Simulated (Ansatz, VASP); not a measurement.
## One calculation of GaSb, two programs

```
CELL_PARAMETERS angstrom
3.08162 3.08162 0.00000
-3.08162 3.08162 0.00000
0.00000 3.08162 3.05103
ATOMIC_POSITIONS crystal
Ga 0.00000 0.00000 0.00000
Sb 0.75000 0.25000 0.50000
```

Change from the starting cell: in-plane strain +0.005, out-of-plane length and atoms relaxed by PAW.

Alike in both runs: functional r2SCAN; k mesh 6 × 6 × 6; no spin polarisation.

Ansatz relaxed the structure, and its values are those at the end. VASP's run is a single point on that final structure, the one shown.

|  | VASP | Ansatz |
| --- | --- | --- |
| version | VASP 6.6.1 | Ansatz 0.2.0 |
| potentials or method | VASP PAW PBE potentials, release 64 (Ga_d, Sb) | PAW with Ansatz's default frozen-core files, scalar-relativistic |
| plane-wave cutoff (eV) | 520 | 500 |
| occupations | gaussian, width 0.01 eV | fixed |
| valence electrons in the cell | 18 | 28 |

Ansatz gave:

* pressure (GPa): -0.3

Q: What did VASP give for the same quantities?

A: Pressure (GPa): -0.2.

The two sets of potentials don't hold the same shells in valence.

Caveats: the PAW data sets were made with another functional, which shifts forces and pressure a little (VASP).
